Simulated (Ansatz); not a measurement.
# Rh, simple cubic: how the functional moves the structure

All rows: Ansatz, plane waves with scalar-relativistic PAW, 420 eV (500 eV for the SCAN forms), relaxed under each functional, no dispersion correction, no zero-point motion. B₀ comes from uniform scaling at fixed shape; a dash is a value not given.

| functional | V (Å³/atom) | cell | B₀ (GPa) | magnetic state | ΔE to fcc (meV/atom) |
| --- | --- | --- | --- | --- | --- |
| PBE | 16.31 | a = 2.536 Å | 184 | non-magnetic | 794 |
| r²SCAN | 15.86 | a = 2.512 Å | - | non-magnetic | 796 |
| revPBE | 16.60 | a = 2.551 Å | 173 | spin not included | 769 |
| RPBE | 16.70 | a = 2.556 Å | 168 | spin not included | 759 |
| BLYP | 17.26 | a = 2.584 Å | 155 | spin not included | 559 |

What does PBEsol give?

V (Å³/atom): 15.64; cell: a = 2.501 Å; B₀ (GPa): 213; magnetic state: spin not included; ΔE to fcc (meV/atom): 890.
